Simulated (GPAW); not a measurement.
# ZrSe2 (P-3m1) in GPAW: further runs

One crystal, ZrSe2, is run at these levels: PBEsol; tasks: band structure.

Everything below comes from runs of GPAW 26.7.0. Logs are shortened: lines on timing, memory, paths and dates and some standing lists are left out, and cuts for length are marked. The log counts tension as positive stress, the text compression.

**What was measured.**

“Stress-Tuned Optical Transitions in Layered 1T-MX2 (M= Hf, Zr, Sn; X= S, Se) Crystals”, 2022, arxiv:2210.12074 quotes, for a bulk crystal of ZrSe2: band gap 1.2 eV (indirect).

How close the calculation comes is told below.

### 1 The crystal as given

It takes space group P-3m1 (No. 164, trigonal). Conventional cell: a = 3.798 Å, b = 3.798 Å, c = 6.192 Å, α = 90.00°, β = 90.00°, γ = 120.00°. Zr (site symmetry -3m) has 6 Se at 2.68 Å as nearest neighbours. Se (site symmetry 3m) is surrounded by 3 Zr at 2.68 Å.

### 2 Band structure, PBEsol

run.py reads:

```python
from ase import Atoms
from ase.dft.bandgap import bandgap
from ase.io import write
from ase.units import GPa
from gpaw import GPAW, PW, setup_paths

setup_paths.insert(0, '.')

atoms = Atoms(['Zr', 'Se', 'Se'],
              cell=[[3.798, 0.0, 0.0],
                    [-1.899, 3.2891644836, 0.0],
                    [0.0, 0.0, 6.192]],
              scaled_positions=[[0.0, 0.0, 0.0],
                                [0.6666666667, 0.3333333333, 0.75],
                                [0.3333333333, 0.6666666667, 0.25]],
              pbc=True)

calc = GPAW(mode=PW(600),
            xc='PBEsol',
            kpts={'size': (8, 8, 5), 'gamma': True},
            occupations={'name': 'fermi-dirac', 'width': 0.05},
            nbands=24,
            convergence={'density': 1e-05, 'energy': 1e-05},
            maxiter=150,
            txt='gpaw.txt')
atoms.calc = calc
energy = atoms.get_potential_energy()
forces = atoms.get_forces()
stress = atoms.get_stress()
calc.write('gs.gpw')
write('result.traj', atoms)
print(f'Energy: {energy:.6f} eV')
print('Forces (eV/A):')
print(forces.round(4))
print('Stress (GPa):', (stress / GPa).round(3))
print('Fermi level:', round(calc.get_fermi_level(), 4), 'eV')
print(f'Gap: {bandgap(calc)[0]:.4f} eV, direct: {bandgap(calc, direct=True)[0]:.4f} eV')

path = atoms.cell.bandpath('GMKGALHA,LM,KH', npoints=100, eps=1e-4)
bs_calc = calc.fixed_density(kpts=path, symmetry='off', nbands=39,
                             convergence={'bands': 'CBM+6.0', 'eigenstates': 1e-6}, txt='bands.txt')
bs = bs_calc.band_structure()
bs.write('bs.json')
print(f'Gap on the path: {bandgap(bs_calc)[0]:.4f} eV')
```

Potentials or basis: PAW data sets generated in the run's folder for this functional, pw.

The run is started by

```sh
$ gpaw-setup -f PBEsol Se Zr
$ OMP_NUM_THREADS=1 python run.py
```

gpaw.txt:

```text
__  _  _
 | _ |_)|_||  |
 |__||  | ||/\| - 26.7.0

Input parameters:
  mode=PW(ecut=600.0),
  convergence={'density': 1e-05, 'energy': 1e-05},
  kpts=MonkhorstPack(size=(8, 8, 5), gamma=True),
  maxiter=150,
  nbands=24,
  occupations=Occupations(name='fermi-dirac', width=0.05),
  xc=XC(name='PBEsol')

Diagonalizing LCAO Hamiltonian
Converting LCAO to pw mode

            Se

        Se

       Zr

Atoms  # Å, Bohr magnetons
|   | symbol |         x |        y |        z |    initial magnetic moments |
|---|--------|-----------|----------|----------|-----------------------------|
| 0 |     Zr |  0.000000 | 0.000000 | 0.000000 | ( 0.0000,  0.0000,  0.0000) |
| 1 |     Se |  1.899000 | 1.096388 | 4.644000 | ( 0.0000,  0.0000,  0.0000) |
| 2 |     Se | -0.000000 | 2.192776 | 1.548000 | ( 0.0000,  0.0000,  0.0000) |

Unit cell  # Å
| periodic |         x |        y |        z |  lengths |     angles |
|----------|-----------|----------|----------|----------|------------|
|      yes |  3.798000 | 0.000000 | 0.000000 | 3.798000 |  90.000000 |
|      yes | -1.899000 | 3.289164 | 0.000000 | 3.798000 |  90.000000 |
|      yes |  0.000000 | 0.000000 | 6.192000 | 6.192000 | 120.000000 |

Number of symmetries: 12
Symmetry operations  # r_c * U_cc + t_c -> r_c
|    | kind |            matrix            |
|----|------|------------------------------|
|  0 |  σ   |  1, 1, 0,  0,-1, 0,  0, 0, 1 |
|  1 |  S6  |  1, 1, 0, -1, 0, 0,  0, 0,-1 |
|  2 |  E   |  1, 0, 0,  0, 1, 0,  0, 0, 1 |
|  3 |  C2  |  1, 0, 0, -1,-1, 0,  0, 0,-1 |
|  4 |  C2  |  0, 1, 0,  1, 0, 0,  0, 0,-1 |
|  5 |  C3  |  0, 1, 0, -1,-1, 0,  0, 0, 1 |
|  6 |  S6  |  0,-1, 0,  1, 1, 0,  0, 0,-1 |
|  7 |  σ   |  0,-1, 0, -1, 0, 0,  0, 0, 1 |
|  8 |  σ   | -1, 0, 0,  1, 1, 0,  0, 0, 1 |
|  9 |  i   | -1, 0, 0,  0,-1, 0,  0, 0,-1 |
| 10 |  C3  | -1,-1, 0,  1, 0, 0,  0, 0, 1 |
| 11 |  C2  | -1,-1, 0,  0, 1, 0,  0, 0,-1 |

BZ-sampling:
  Number of BZ points: 320
  Number of IBZ points: 40

  Monkhorst-Pack size: [8, 8, 5]
  Monkhorst-Pack shift: [0.0625, 0.0625, 0.0]

K-points  # in reciprocal-cell coordinates
|     |                                coordinates |     weight |
|-----|--------------------------------------------|------------|
|   0 | (  0.00000000,   0.00000000,   0.00000000) | 0.00312500 |
|   1 | (  0.00000000,   0.00000000,   0.20000000) | 0.00625000 |
|   2 | (  0.00000000,   0.00000000,   0.40000000) | 0.00625000 |
|   3 | (  0.12500000,   0.00000000,  -0.40000000) | 0.01875000 |
|   4 | (  0.12500000,   0.00000000,  -0.20000000) | 0.01875000 |
|   5 | (  0.12500000,   0.00000000,   0.00000000) | 0.01875000 |
|   6 | (  0.12500000,   0.00000000,   0.20000000) | 0.01875000 |
|   7 | (  0.12500000,   0.00000000,   0.40000000) | 0.01875000 |
|   8 | (  0.25000000,  -0.12500000,   0.00000000) | 0.01875000 |
|   9 | (  0.25000000,  -0.12500000,   0.20000000) | 0.03750000 |
| ... |                                            |            |
|  39 | (  0.50000000,   0.50000000,   0.40000000) | 0.01875000 |

Plane wave coefficients: 2611
Cutoff: 600.0 eV

Spin-components: 1 (collinear spins)
Bands:           24
Projectors:      16
Spin-degeneracy: 2
Datatype:        complex128

Parallelization:
  kpt:    1
  domain: 1
  band:   1

Density:
  Valence electrons: 24.0
  Components: 1
  Grid points: [24 24 35]
  Charge: 0.0  # |e|

Potential:
  Grid points: [24 24 35]

species:
  Zr:
    name:    Zirconium
    Z:       40.0
    valence: 12
    core:    28
    charge:  0.0  # [|e|]
    compensation charges:
      type: gauss
      rc: 0.40  # [Å]
      lmax: 2
    cutoffs:
      filter: 2.39  # [Å]
      core: 1.59  # [Å]
    projectors
    | kind |    occ | energy [eV] | rcut [Å] |
    |------|--------|-------------|----------|
    |   4s |  2.000 |     -54.429 |    1.323 |
    |   5s |  2.000 |      -4.463 |    1.323 |
    |   4p |  6.000 |     -32.434 |    1.334 |
    |   5p |  0.000 |      -1.454 |    1.334 |
    |   4d |  2.000 |      -3.613 |    1.244 |
    |    d |        |      23.598 |    1.244 |

    Using partial waves for Zr as LCAO basis

  Se:
    name:    Selenium
    Z:       34.0
    valence: 6
    core:    28
    charge:  0.0  # [|e|]
    compensation charges:
      type: gauss
      rc: 0.27  # [Å]
      lmax: 2
    cutoffs:
      filter: 1.77  # [Å]
      core: 2.67  # [Å]
    projectors
    | kind |    occ | energy [eV] | rcut [Å] |
    |------|--------|-------------|----------|
    |   4s |  2.000 |     -17.281 |    0.847 |
    |   4p |  4.000 |      -6.511 |    1.005 |
    |    s |        |       9.930 |    0.847 |
    |    p |        |      20.700 |    1.005 |
    |    d |        |       0.000 |    0.847 |

    Using partial waves for Se as LCAO basis

Reference energy: -229954.514091  # eV

eigensolver:
[... 26 lines left out ...]
convergence criteria:
- Maximum integral of absolute [dens]ity change: 1e-05 electrons / valence electron
- Maximum [total energy] change in last 3 cyles: 1e-05 eV / valence electron
- Maximum integral of absolute [eigenst]ate change: 4e-08 eV^2 / valence electron
maximum number of iterations: 150

SCF iterations
|iter     | |      energy | eigst |  dens |
|---------|-|-------------|-------|-------|
|iter:   1| |  -20.076090 | +0.07 |       |
|iter:   2| |  -19.982294 | -1.90 | -1.12 |
|iter:   3| |  -19.671616 | -1.57 | -1.16 |
|iter:   4| |  -19.668803 | -2.42 | -1.65 |
|iter:   5| |  -19.662198 | -3.07 | -1.92 |
|iter:   6| |  -19.660264 | -3.74 | -2.15 |
|iter:   7| |  -19.660270 | -5.31 | -3.32 |
|iter:   8| |  -19.660272c| -6.44 | -3.78 |
|iter:   9| |  -19.660272c| -7.65c| -4.49 |
|iter:  10| |  -19.660272c| -8.34c| -5.41c|

Converged in 10 steps
Energy contributions relative to reference atoms: (reference = -229954.514091)

Energy contributions:
  Kinetic:          19.851221
  Coulomb:         -22.665518
  Zero:              0.298121
  External:          0.000000
  Xc:              -17.143802
  Entropy:          -0.000588
  Spinorbit:         0.000000
  ----------------------------
  Free energy:     -19.660566
  Extrapolated:    -19.660272

dipole moment: (-6.940544, -12.021374, -22.630777)  # |e|*Ang

Fermi level: 5.675
Eigenvalues  # (at kpt = [0.000, 0.000, 0.000])
| band index |      eig [eV] | occ [0-2] |
|------------|---------------|-----------|
|          0 |       -43.860 |     2.000 |
|        ... |               |           |
|          4 |        -7.716 |     2.000 |
|          5 |        -6.449 |     2.000 |
|          6 |         0.793 |     2.000 |
|          7 |         2.780 |     2.000 |
|          8 |         2.780 |     2.000 |
|          9 |         5.458 |     1.974 |
[... 8 lines left out ...]
|         18 |        10.453 |     0.000 |
|         19 |        14.403 |     0.000 |
|        ... |               |           |
|         23 |        18.398 |     0.000 |

Gap: 0.359 eV
Transition (v -> c):
  (s=0, k=0, n=11, [0.00, 0.00, 0.00]) -> (s=0, k=39, n=12, [0.50, 0.50, 0.40])
Direct/indirect transitions are different
Direct gap: 1.013 eV
Transition at: (s=0, k=0, n=11, [0.00, 0.00, 0.00])

Forces  # eV/Ang
|        x |        y |        z |
|----------|----------|----------|
|  0.00000 |  0.00000 |  0.00000 |  # Zr   0
|  0.00000 |  0.00000 | -0.06559 |  # Se   1
| -0.00000 | -0.00000 |  0.06559 |  # Se   2

Stress tensor  # eV/Ang^3
|        x |        y |         z |
|----------|----------|-----------|
| 0.013064 | 0.000000 |  0.000000 |
| 0.000000 | 0.013064 |  0.000000 |
| 0.000000 | 0.000000 | -0.000019 |

# Writing to gs.gpw (mode='')
```

Wall time 2.5 min (1 thread of Arm Neoverse V1, shared host); peak memory 0.45 GiB.

What came out:

```yaml
Free_energy: -19.6606 eV
Pressure: -1.4 GPa
Largest_force: 0.066 eV/Å
Band_gap_on_the_k_mesh: 0.36 eV, indirect (least direct gap 1.01 eV)
Band_gap_along_the_path: 0.32 eV, indirect (least direct gap 1.01 eV)
```

Forces on the atoms (eV/Å):
```
Zr   0.000  0.000  0.000
Se   0.000  0.000 -0.066
Se   0.000  0.000  0.066
```

Levels at the corners of the path, in eV from the valence-band top:
| point | band 9 | band 10 | band 11 | band 12 | band 13 | band 14 | band 15 | band 16 |
| --- | --- | --- | --- | --- | --- | --- | --- | --- |
| Γ | -2.74 | -0.06 | -0.06 | -0.01 | 1.01 | 1.01 | 1.53 | 4.33 |
| M | -2.70 | -2.51 | -2.16 | -1.38 | 0.52 | 2.48 | 2.81 | 4.81 |
| K | -3.59 | -2.33 | -2.33 | -1.76 | 1.64 | 2.57 | 2.57 | 4.05 |
| Γ | -2.74 | -0.06 | -0.06 | -0.01 | 1.01 | 1.01 | 1.53 | 4.33 |
| A | -2.69 | -2.10 | -0.22 | -0.22 | 0.98 | 0.98 | 1.91 | 4.73 |
| L | -2.69 | -2.54 | -1.06 | -0.99 | 0.32 | 2.48 | 2.80 | 4.49 |
| H | -3.40 | -2.39 | -2.01 | -2.01 | 1.71 | 2.16 | 2.16 | 4.87 |
| A | -2.69 | -2.10 | -0.22 | -0.22 | 0.98 | 0.98 | 1.91 | 4.73 |
| L | -2.69 | -2.54 | -1.06 | -0.99 | 0.32 | 2.48 | 2.80 | 4.49 |
| M | -2.70 | -2.51 | -2.16 | -1.38 | 0.52 | 2.48 | 2.81 | 4.81 |
| K | -3.59 | -2.33 | -2.33 | -1.76 | 1.64 | 2.57 | 2.57 | 4.05 |
| H | -3.40 | -2.39 | -2.01 | -2.01 | 1.71 | 2.16 | 2.16 | 4.87 |

Caveat: this functional lacks dispersion, which binds the layers, so the pressure and a relaxed spacing across them are unreliable.

### 3 Band structure, PBEsol, spin-orbit coupling, no magnetisation

run.py: that of step 2 with these lines changed.

```diff
@@ -1 +1,2 @@
+import numpy as np
 from ase import Atoms
@@ -5,2 +6,3 @@
 from gpaw import GPAW, PW, setup_paths
+from gpaw.spinorbit import soc_eigenstates
 
@@ -44 +46,7 @@
 print(f'Gap on the path: {bandgap(bs_calc)[0]:.4f} eV')
+
+soc = soc_eigenstates(bs_calc, theta=54.7, phi=45)
+np.savetxt('soc_bands.dat', soc.eigenvalues(), fmt='%.4f')
+mesh = soc_eigenstates('gs.gpw', theta=54.7, phi=45)
+np.savetxt('soc_mesh.dat', mesh.eigenvalues(), fmt='%.4f')
+print('Fermi level with spin-orbit coupling:', round(mesh.fermi_level, 4), 'eV')
```

Potentials or basis: PAW data sets generated in the run's folder for this functional, pw.

The run is started by

```sh
$ gpaw-setup -f PBEsol Se Zr
$ OMP_NUM_THREADS=1 python run.py
```

Run time: 2.6 min. Hardware: 1 thread of Arm Neoverse V1, shared host; peak memory 0.52 GiB.

The run converged. Its results:

```
Free energy             : -19.6606 eV
Pressure                : -1.4 GPa
Largest force           : 0.066 eV/Å
Band gap on the k mesh  : 0.21 eV, indirect (least direct gap 0.86 eV)
Band gap along the path : 0.17 eV, indirect (least direct gap 0.86 eV)
```

Forces on the atoms (eV/Å):
```
Zr   0.000  0.000  0.000
Se   0.000  0.000 -0.066
Se   0.000  0.000  0.066
```

Stress tensor (GPa, compression positive):
```
-2.09  0.00  0.00
 0.00 -2.09  0.00
 0.00  0.00  0.00
```

Levels at the corners of the path, in eV from the valence-band top:
| point | band 21 | band 22 | band 23 | band 24 | band 25 | band 26 | band 27 | band 28 |
| --- | --- | --- | --- | --- | --- | --- | --- | --- |
| Γ | -0.03 | -0.03 | 0.00 | 0.00 | 0.86 | 0.86 | 0.87 | 0.87 |
| M | -2.32 | -2.32 | -1.49 | -1.49 | 0.38 | 0.38 | 2.33 | 2.33 |
| K | -2.46 | -2.46 | -1.89 | -1.89 | 1.50 | 1.50 | 2.38 | 2.38 |
| Γ | -0.03 | -0.03 | 0.00 | 0.00 | 0.86 | 0.86 | 0.87 | 0.87 |
| A | -0.51 | -0.51 | -0.20 | -0.20 | 0.83 | 0.83 | 0.84 | 0.84 |
| L | -1.33 | -1.33 | -1.00 | -1.00 | 0.17 | 0.17 | 2.33 | 2.33 |
| H | -2.16 | -2.16 | -2.11 | -2.11 | 1.56 | 1.56 | 1.98 | 1.98 |
| A | -0.51 | -0.51 | -0.20 | -0.20 | 0.83 | 0.83 | 0.84 | 0.84 |
| L | -1.33 | -1.33 | -1.00 | -1.00 | 0.17 | 0.17 | 2.33 | 2.33 |
| M | -2.32 | -2.32 | -1.49 | -1.49 | 0.38 | 0.38 | 2.33 | 2.33 |
| K | -2.46 | -2.46 | -1.89 | -1.89 | 1.50 | 1.50 | 2.38 | 2.38 |
| H | -2.16 | -2.16 | -2.11 | -2.11 | 1.56 | 1.56 | 1.98 | 1.98 |

Caveat: spin-orbit coupling was added after a scalar SCF, so levels and gaps hold it while energy, forces, pressure and moments don't; this program's spin-orbit splittings come out too wide for heavy elements; this functional lacks dispersion, which binds the layers, so the pressure and a relaxed spacing across them are unreliable.

### 4 Comparison with measurements

Step 2. A measured gap of ZrSe2 is 1.2 eV (indirect; quoted in “Stress-Tuned Optical Transitions in Layered 1T-MX2 (M= Hf, Zr, Sn; X= S, Se) Crystals”, 2022, arxiv:2210.12074); the calculated 0.32 eV misses it by -0.88 eV. Spin-orbit coupling on Se, Zr is left out. The value is that of PBEsol, without temperature or zero-point motion. Semilocal functionals fall short of measured gaps as a rule.

Step 3. Against the measured gap of ZrSe2, 1.2 eV (indirect; quoted in “Stress-Tuned Optical Transitions in Layered 1T-MX2 (M= Hf, Zr, Sn; X= S, Se) Crystals”, 2022, arxiv:2210.12074), the calculated 0.17 eV is off by -1.03 eV. So large a miss can be the level of theory's own, or it may mean another phase, state or a wrong row. The value is that of PBEsol, without temperature or zero-point motion. Semilocal functionals fall short of measured gaps as a rule.
